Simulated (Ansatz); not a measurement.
**K under pressure: fit and missing row**

K, Im-3m, a = 5.283 Å. Ansatz: PBE, PAW, 420 eV, Γ-centred 12×12×12 mesh on 1 atom, Gaussian smearing 0.10 eV; no spin polarisation. The cell is relaxed at each pressure, and no other structure is tried, so the rows at high pressure may lie past a change of phase.

| V (Å³/atom) | P (GPa) |
| --- | --- |
| ? | 40.05 |
| 27.551 | 20.03 |
| 35.612 | 10.00 |
| 43.753 | 4.99 |
| 54.153 | 1.98 |
| 73.709 | 0.00 |

**Question.** Take V0 = 73.709 Å³/atom, fit the third-order Birch–Murnaghan form to the other rows, and predict the missing volume.

**Answer.** With the Eulerian strain f = ½[(V0/V)^(2/3) − 1] and y = P/[3f(1 + 2f)^(5/2)], the form is the line y = B0 + 1.5 B0 (B0′ − 4) f. Rows (f, y): 0.46359, 2.79; 0.31206, 3.18; 0.20791, 3.35; 0.11409, 3.46. Means f = 0.2744, y = 3.1950; Σ(Δf)² = 0.06733, ΣΔfΔy = -0.1300; the slope is their ratio. y = 3.725 − 1.930 f GPa, so B0 = 3.7 GPa and B0′ = 4 + 2 × (-1.930)/(3 × 3.725) = 3.65. P = 40.05 GPa is met at f = 0.66227 (y = 2.447), so V = V0 (1 + 2f)^(−3/2) = 20.798 Å³/atom. The run gave 18.591 Å³/atom, so the fit is 2.207 Å³/atom too high, 4 % of the span of the series, against an rms of 0.151 Å³/atom on the fitted rows. The row lies outside the fitted range. The points of y bend away from a line: a fourth-order term fitted to them gives P = 37.04 GPa at this row's volume (the line 50.96, the run 40.05). Also, this row ran on the mesh 16×16×16, its neighbour on 14×14×14, which can shift it a little. The nearest row lies 27 % from V0, so B0 and B0′ are extrapolations to f = 0.

The mesh isn't the same in all rows (12×12×12, 14×14×14, 16×16×16).